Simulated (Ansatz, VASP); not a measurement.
# BAs: VASP beside Ansatz

One calculation is typed for both programs; each brings its own data sets and cutoff. How far apart do they land? The cell is taken from a series of VASP runs on this material, whose earlier steps may have relaxed, scaled or displaced it; both programs get it as it stands.

Calculated with Ansatz 0.2.0; plane waves, with VASP 6.6.1 beside it; band structure at HSE06.

## 1. The starting structure

Symmetry: F-43m, No. 216, cubic system. The conventional cell has a = 4.777 Å, b = 4.777 Å, c = 4.777 Å, α = 90.00°, β = 90.00°, γ = 90.00°. B has 4 As at 2.07 Å nearest. Nearest to As lie 4 B at 2.07 Å. Farther neighbours are not listed.

As a file:

```xyz
2
Lattice="0.0000 2.3885 2.3885 2.3885 0.0000 2.3885 2.3885 2.3885 0.0000" Properties=species:S:1:pos:R:3 pbc="T T T"
B     0.0000    0.0000    0.0000
As    1.1943    1.1943    1.1943
```

## 2. VASP: band structure, HSE06

Levels along a path test the potential and the projectors away from the mesh points.

Lines of VASP's logs that name or quote its potential files are left out, and so is its time.

The run reads the wave functions of an earlier VASP run, which isn't shown here.

INCAR reads:

```
SYSTEM = BAs
PREC = Accurate
ENCUT = 420
EDIFF = 1E-06
NELM = 100
ISMEAR = 0
SIGMA = 0.02
LREAL = .FALSE.
ALGO = Normal
LHFCALC = .TRUE.
AEXX = 0.25
GGA = PE
HFSCREEN = 0.2
LASPH = .TRUE.
NBANDS = 10
PRECFOCK = Fast
LORBIT = 11
LWAVE = .FALSE.
LCHARG = .FALSE.
KPAR = 4
ISIF = 2
```

POSCAR reads:

```
BAs
1.0
    0.0000000000      2.3885000000      2.3885000000
    2.3885000000      0.0000000000      2.3885000000
    2.3885000000      2.3885000000      0.0000000000
B As
1 1
Direct
    0.0000000000      0.0000000000      0.0000000000
    0.2500000000      0.2500000000      0.2500000000
```

KPOINTS reads:

```
Automatic mesh
0
Gamma
6 6 6
0 0 0
```

KPOINTS_OPT reads:

```
Line mode
8
Line-mode
Reciprocal
  0.00000000   0.00000000   0.00000000 GAMMA
  0.50000000   0.00000000   0.50000000 X

  0.50000000   0.00000000   0.50000000 X
  0.50000000   0.25000000   0.75000000 W

  0.50000000   0.25000000   0.75000000 W
  0.37500000   0.37500000   0.75000000 K

  0.37500000   0.37500000   0.75000000 K
  0.00000000   0.00000000   0.00000000 GAMMA

  0.00000000   0.00000000   0.00000000 GAMMA
  0.50000000   0.50000000   0.50000000 L

  0.50000000   0.50000000   0.50000000 L
  0.62500000   0.25000000   0.62500000 U

  0.62500000   0.25000000   0.62500000 U
  0.50000000   0.25000000   0.75000000 W

  0.50000000   0.25000000   0.75000000 W
  0.50000000   0.50000000   0.50000000 L

  0.50000000   0.50000000   0.50000000 L
  0.37500000   0.37500000   0.75000000 K

  0.62500000   0.25000000   0.62500000 U
  0.50000000   0.00000000   0.50000000 X
```

Potentials, in the order of the species: B and As (PBE family, release 64).

Launch:

```sh
$ mpirun -np 4 vasp_std
```

Numbers of over 12 decimals in the logs are rounded to 6 here.

Output:

```text
[banner, memory and clock lines left out]
running    4 mpi-ranks, on    1 nodes
 distrk:  each k-point on    1 cores,    4 groups
 distr:  one band on    1 cores,    1 groups

 POSCAR found type information on POSCAR B As
 POSCAR found :  2 types and       2 ions
 LDA part: xc-table for (Slater+PW92), standard interpolation
 found WAVECAR, reading the header
 POSCAR, INCAR and KPOINTS ok, starting setup
 FFT: planning ... GRIDC
 FFT: planning ... GRID_SOFT
 FFT: planning ... GRID
 reading WAVECAR
 the WAVECAR file was read successfully
 initial charge from wavefunction
 entering main loop
       N       E                     dE             d eps       ncg     rms          rms(c)
DAV:   1    -0.132737405420E+02   -0.13274E+02   -0.48185E-01   338   0.498E+00    0.248E+00
DAV:   2    -0.132755340448E+02   -0.17935E-02   -0.47477E-03   344   0.505E-01    0.162E+00
DAV:   3    -0.132747701176E+02    0.76393E-03   -0.71157E-04   358   0.169E-01    0.947E-01
DAV:   4    -0.132745348182E+02    0.23530E-03   -0.14599E-04   344   0.814E-02    0.544E-01
DAV:   5    -0.132744527902E+02    0.82028E-04   -0.31309E-05   360   0.380E-02    0.309E-01
DAV:   6    -0.132744250560E+02    0.27734E-04   -0.11831E-05   366   0.217E-02    0.175E-01
DAV:   7    -0.132744170959E+02    0.79601E-05   -0.36133E-06   362   0.126E-02    0.986E-02
DAV:   8    -0.132744151899E+02    0.19061E-05   -0.10188E-06   198   0.754E-03    0.560E-02
DAV:   9    -0.132744144934E+02    0.69645E-06   -0.37936E-07   190   0.467E-03
   1 F= -.13274414E+02 E0= -.13274414E+02  d E =-.465711E-35
 Start KPOINTS_OPT (optional k-point list driver)
k-point batch [1-16\80]
       N       E                     dE             ncg
DAV:   1     0.180399350366E+03   -0.40309E+04      320
DAV:   2    -0.156772809406E+03   -0.33717E+03      466
DAV:   3    -0.173971613050E+03   -0.17199E+02      392
DAV:   4    -0.174104027619E+03   -0.13241E+00      414
DAV:   5    -0.174105206952E+03   -0.11793E-02      414
DAV:   6    -0.174105209573E+03   -0.26202E-05      390
DAV:   7    -0.174105209581E+03   -0.82049E-08      390
[...]
k-point batch [65-80\80]
       N       E                     dE             ncg
DAV:   1     0.991584040823E+02   -0.47569E+04      320
DAV:   2    -0.231751188375E+03   -0.33091E+03      442
DAV:   3    -0.244964000069E+03   -0.13213E+02      386
DAV:   4    -0.245069394473E+03   -0.10539E+00      396
DAV:   5    -0.245069789050E+03   -0.39458E-03      414
DAV:   6    -0.245069789697E+03   -0.64723E-06      400
```

OUTCAR, selected parts (step 2):

```text
ion  position               nearest neighbor table
   1  0.000  0.000  0.000-   2 2.07   2 2.07   2 2.07   2 2.07
   2  0.250  0.250  0.250-   1 2.07   1 2.07   1 2.07   1 2.07

  LATTYP: Found a face centered cubic cell.
 ALAT       =     4.7770000000

 Subroutine GETGRP returns: Found 24 space group operations
 (whereof 24 operations were pure point group operations)

The static configuration has the point symmetry T_d .

 Found     16 irreducible k-points:

   k-points           NKPTS =     16   k-points in BZ     NKDIM =    216   number of bands    NBANDS=     10

   dimension x,y,z NGX =    24 NGY =   24 NGZ =   24
   dimension x,y,z NGXF=    48 NGYF=   48 NGZF=   48

   ENCUT  =  420.0 eV  30.87 Ry    5.56 a.u.   5.64  5.64  5.64*2*pi/ulx,y,z

   NELECT =       8.0000    total number of electrons

 k-points in reciprocal lattice and weights: Automatic mesh
   0.00000000  0.00000000  0.00000000       0.005
   0.16666667  0.00000000  0.00000000       0.037
   0.33333333  0.00000000  0.00000000       0.037
   0.50000000  0.00000000  0.00000000       0.019
   0.16666667  0.16666667  0.00000000       0.028
   0.33333333  0.16666667  0.00000000       0.111
   0.50000000  0.16666667  0.00000000       0.111
  -0.33333333  0.16666667  0.00000000       0.111
  -0.16666667  0.16666667  0.00000000       0.056
[...]
-0.33333333  0.33333333  0.16666667       0.111
  -0.33333333  0.50000000  0.16666667       0.056

  exchange ACFDT corr.  =         0.00000000  see jH, gK, PRB 81, 115126

 average (electrostatic) potential at core
       1 -23.8508       2 -45.0835

 E-fermi :   5.8763

 k-point     1 :       0.0000    0.0000    0.0000
  band No.  band energies     occupation
      1     -11.2557      2.00000
      2       5.7059      2.00000
      3       5.7059      2.00000
      4       5.7059      2.00000
      5       9.8373      0.00000
      6       9.8373      0.00000
      7       9.8373      0.00000
      8      11.6032      0.00000
      9      16.3495      0.00000
    ...

 k-point     2 :       0.1667    0.0000    0.0000
  band No.  band energies     occupation
      1     -10.7560      2.00000
      2       2.5134      2.00000
      3       4.9820      2.00000
      4       4.9820      2.00000
      5       9.9217      0.00000
      6      10.7873      0.00000
      7      10.7873      0.00000
      8      13.5896      0.00000
      9      17.8621      0.00000
    ...

 k-point     3 :       0.3333    0.0000    0.0000
  band No.  band energies     occupation
      1      -9.3538      2.00000
      2      -1.7011      2.00000
      3       4.0593      2.00000
      4       4.0593      2.00000
      5       9.4676      0.00000
      6      11.4903      0.00000
      7      11.4903      0.00000
      8      15.6658      0.00000
      9      18.3939      0.00000
    ...

  Total       -0.0972976     -0.0972976     -0.0972976     -0.0000000     -0.0000000     -0.0000000
  in kB       -5.7201421     -5.7201421     -5.7201421     -0.0000000     -0.0000000     -0.0000000
  external PRESSURE =      -5.7201421 kB  Pullay stress =       0.0000000 kB

  energy-cutoff  :      420.00
  volume of cell :       27.25
      direct lattice vectors                 reciprocal lattice vectors
     0.000000000  2.388500000  2.388500000    -0.209336404  0.209336404  0.209336404
     2.388500000  0.000000000  2.388500000     0.209336404 -0.209336404  0.209336404
     2.388500000  2.388500000  0.000000000     0.209336404  0.209336404 -0.209336404

 POSITION                                       TOTAL-FORCE (eV/Angst)
 -----------------------------------------------------------------------------------
      0.00000      0.00000      0.00000         0.000000      0.000000      0.000000
      1.19425      1.19425      1.19425        -0.000000     -0.000000     -0.000000
 -----------------------------------------------------------------------------------
    total drift:                               -0.000001     -0.000000     -0.000000

  FREE ENERGIE OF THE ION-ELECTRON SYSTEM (eV)
  ---------------------------------------------------
  free  energy   TOTEN  =       -13.2744144934 eV

  energy  without entropy=      -13.2744144934  energy(sigma->0) =      -13.27441449

 total charge
# of ion       s       p       d       tot
------------------------------------------
    1        0.656   1.174   0.000   1.830
    2        1.186   1.700   0.093   2.979
--------------------------------------------------
tot          1.842   2.875   0.093   4.809

[... 3 further parts left out ...]
```

The PAW data sets were made with PBE, which is usual practice but a small mismatch for other functionals.

(Part 1 of 2 ends here.)

[Lines on the potential files, build, host, timing and source positions are cut from VASP's logs without a mark.]

[Logs are printed without paths, hosts, clocks, repeated set-up lines and the standing remarks that a program may print on its own settings, such as how far it seeks lower states.]

[Hosts, paths, dates, database ids (printed as entryN), source tags and the programs' standing remarks are cut or masked in the printed files.]
